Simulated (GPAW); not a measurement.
# TiO2: band structure with PBE+U

**Experimental background.**

“Shallow Valence Band of Rutile GeO2 and P-type Doping”, 2020, arxiv:2011.08928 quotes, for a bulk crystal of TiO2 at 1.6 K: band gap 3.03 eV (direct).

TiO2:

```
Ti O
1.0
     4.59984    0.00000    0.00000
     0.00000    4.59984    0.00000
     0.00000    0.00000    2.95921
Ti O
2 4
Cartesian
  0.0000 0.0000 1.4796
  2.2999 2.2999 0.0000
  1.3998 1.3998 1.4796
  0.9001 3.6997 0.0000
  3.6997 0.9001 0.0000
  3.2000 3.2000 1.4796
```

The cell is a database's computed one.

```json
{"Program": "GPAW 26.7.0", "Task": "band structure", "Functional": "PBE", "Potentials or basis": "GPAW PAW data sets (gpaw-data 1.2.1)", "Cutoff": "800 eV", "Basis": "pw", "k mesh": "4 × 4 × 7", "Occupations": "fermi-dirac, width 0.05 eV", "Spin": "no spin polarisation", "Hubbard terms": "Ti d U = 6 eV", "Maxiter": "150", "Band path": "GXMGZRAZ,XR,MA", "Band points": "100"}
```

- Pressure: 12.2 GPa
- Largest force: 0.119 eV/Å
- Band gap on the k mesh: 2.87 eV, indirect (least direct gap 2.91 eV)
- Band gap along the path: 2.87 eV, indirect (least direct gap 2.91 eV)

Forces on the atoms (eV/Å):
```
Ti   0.000  0.000  0.000
Ti   0.000  0.000  0.000
O   -0.084 -0.084  0.000
O    0.084 -0.084  0.000
O   -0.084  0.084  0.000
O    0.084  0.084  0.000
```

Stress tensor (GPa, compression positive):
```
10.20  0.00  0.00
 0.00 10.20  0.00
 0.00  0.00 16.09
```

Levels at the corners of the path, in eV from the valence-band top:
```
point  band 22  band 23  band 24  band 25  band 26  band 27
    Γ    -0.57    -0.57     0.00     2.91     3.05     3.56
    X    -1.75    -0.80    -0.80     3.52     3.52     4.19
    M    -1.51    -1.26    -1.26     2.87     2.87     3.62
    Γ    -0.57    -0.57     0.00     2.91     3.05     3.56
    Z    -2.35    -1.53    -1.53     4.03     4.03     4.42
    R    -2.00    -1.13    -1.13     2.96     2.96     4.48
    A    -1.25    -0.77    -0.77     3.65     3.65     4.19
    Z    -2.35    -1.53    -1.53     4.03     4.03     4.42
    X    -1.75    -0.80    -0.80     3.52     3.52     4.19
    R    -2.00    -1.13    -1.13     2.96     2.96     4.48
    M    -1.51    -1.26    -1.26     2.87     2.87     3.62
    A    -1.25    -0.77    -0.77     3.65     3.65     4.19
```

Run time: 2.2 min on 1 thread of Intel(R) Xeon(R) 6975P-C (Granite Rapids) (shared host), peak memory 0.7 GiB.

A measured gap of TiO2 is 3.03 eV (direct; 1.6 K; quoted in “Shallow Valence Band of Rutile GeO2 and P-type Doping”, 2020, arxiv:2011.08928); the calculated 2.87 eV misses it by -0.16 eV. 2 values of this kind are on record in papers (3.03 to 3.05 eV); this one was drawn at random among those near their median. The value is that of PBE+U, without temperature or zero-point motion. The cell is a database's relaxed one, not the measured one, which moves gaps too.
